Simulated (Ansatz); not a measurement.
# Si, space group Cmce: a projected density of states

With Ansatz 0.2.0, Python API.

Contents of `POSCAR_si`:
```text
Si
1.0
   3.98430000   -2.38795000    0.00000000
   3.98430000    2.38795000    0.00000000
   0.00000000    0.00000000    4.75460000
Si
8
Direct
   0.82800000    0.17200000    0.32800000
   0.67200000    0.32800000    0.82800000
   0.17200000    0.82800000    0.67200000
   0.32800000    0.67200000    0.17200000
   0.21900000    0.21900000    0.00000000
   0.28100000    0.28100000    0.50000000
   0.78100000    0.78100000    0.00000000
   0.71900000    0.71900000    0.50000000
```

Interactive session:
```pycon
>>> import warnings
>>> import ansatz as az
>>> from ase.io import read
>>> import matplotlib.pyplot as plt
>>> import numpy as np
>>> FUNCTIONAL = "PBE"
>>> MESH = (5, 5, 5)
>>> SMEARING = "fermi_dirac"
>>> SMEARING_WIDTH = 0.05
>>> EXTRA_BANDS = 22
>>> warnings.simplefilter("ignore", az.DeckWarning)
>>> atoms = read("POSCAR_si", format="vasp")
>>> crystal = az.Crystal.from_ase(atoms)
>>> crystal.resolved().tree()["lattice"]
((3.9843, -2.38795, 0.0), (3.9843, 2.38795, 0.0), (0.0, 0.0, 4.7546))
>>> job = crystal.calculation()
>>> job = job.functional(FUNCTIONAL).kpoints(*MESH)
>>> job = job.occupations(SMEARING, width=SMEARING_WIDTH).scf(extra_bands=EXTRA_BANDS)
>>> job = job.density_of_states(projected=True, energy_step=0.05)
>>> out = job.run(threads=1, backend="cpu")
>>> report = out.report
>>> type(out).__name__, type(report).__name__
('RunOutcome', 'dict')
>>> [(site.symbol, site.position_frac.round(4).tolist()) for site in out.lattice.sites]
[(<Element.SI: 'Si'>, [0.828, 0.172, 0.328]), (<Element.SI: 'Si'>, [0.672, 0.328, 0.828]), (<Element.SI: 'Si'>, [0.172, 0.828, 0.672]), (<Element.SI: 'Si'>, [0.328, 0.672, 0.172]), (<Element.SI: 'Si'>, [0.219, 0.219, 0.0]), (<Element.SI: 'Si'>, [0.281, 0.281, 0.5]), (<Element.SI: 'Si'>, [0.781, 0.781, 0.0]), (<Element.SI: 'Si'>, [0.719, 0.719, 0.5])]
>>> dos = out.density_of_states()
>>> energy = np.asarray(dos.energies_ev) - dos.fermi_ev
>>> curves = {}
>>> for site in out.projected_density_of_states().sites:
...     for shell in site.shells:
...         weight = sum(np.sum(curve.g_bin_mean_per_ev, axis=0) for curve in shell.curves)
...         name = f"{site.species} {shell.label}"
...         curves[name] = curves.get(name, 0) + weight
...
>>> window = (energy > -8) & (energy < 6)
>>> fig, ax = plt.subplots(figsize=(5.5, 3.5))
>>> for name, g in curves.items():
...     if g[window].max() > 0.05:
...         ax.plot(energy[window], g[window], label=name, lw=1)
...         print(f"{name:8s} peak {g[window].max():7.3f} states/eV at {energy[window][g[window].argmax()]:6.2f} eV")
...
[<matplotlib.lines.Line2D object at 0x...>]
Si 3S    peak   0.844 states/eV at  -7.07 eV
[<matplotlib.lines.Line2D object at 0x...>]
Si 3P    peak   2.422 states/eV at   0.63 eV
>>> ax.set(xlabel="E - E_F (eV)", ylabel="states/eV")
[Text(0.5, 0, 'E - E_F (eV)'), Text(0, 0.5, 'states/eV')]
>>> ax.legend(fontsize=7)
<matplotlib.legend.Legend object at 0x...>
>>> fig.tight_layout()
>>> fig.savefig("pdos.png", dpi=100)
```

What to keep in mind:
- For a metal this k-point mesh is coarse: on a finer one energies can move by several to tens of meV an atom and pressures by half a GPa or more, differences at one mesh by less.
- Peaks are the largest values inside the energy window taken; deeper bands lie outside it.
- This isn't the structure that Si takes at ambient conditions.
- Curves are summed over the cell's atoms. Only shells that the potentials hold have channels, so projections don't add up to the total, least of all where a shell is missing (p of most metals); heights and places of peaks move with the mesh.
- The density of states is complete only as far up as bands were computed.
- Run time: 5.1 s on 1 thread of Arm Neoverse V2 (shared host), peak memory 0.48 GiB.
